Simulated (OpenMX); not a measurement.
Rh:

```
Rh
1.0
     2.73098    0.00000    0.00000
    -1.36549    2.36510    0.00000
     0.00000    0.00000    4.42849
Rh
2
Cartesian
  0.0000 1.5767 1.1071
  1.3655 0.7884 3.3214
```

This isn't the form of Rh at room conditions, which is fcc.

Base run:

```yaml
Program: OpenMX 3.8.5
Functional: PBE
Potentials_or_basis: OpenMX 2013 PBE set, Rh7.0-s3p2d2, grid cutoff 400 Ry
k_mesh: 9 × 9 × 5
Occupations: fermi-dirac, width 0.05 eV
Spin: no spin polarisation
```

Its results: band gap on the k mesh none (metal or under the smearing width); pressure 2.2 GPa; largest force 0.010 eV/Å.

Q: The run is repeated on the same cell with these changes: dispersion from none to D3. What comes out?

A: Band gap on the k mesh none (metal or under the smearing width); pressure -5.4 GPa; largest force 0.010 eV/Å.

Dispersion adds attraction, which lowers the pressure at fixed volume and, as a term added to the energy, leaves the levels alone.

Caveats: the basis of atomic orbitals isn't converged, which shifts pressures, moduli and gaps; pairwise dispersion overbinds metals, which lowers pressure and volume (some runs).
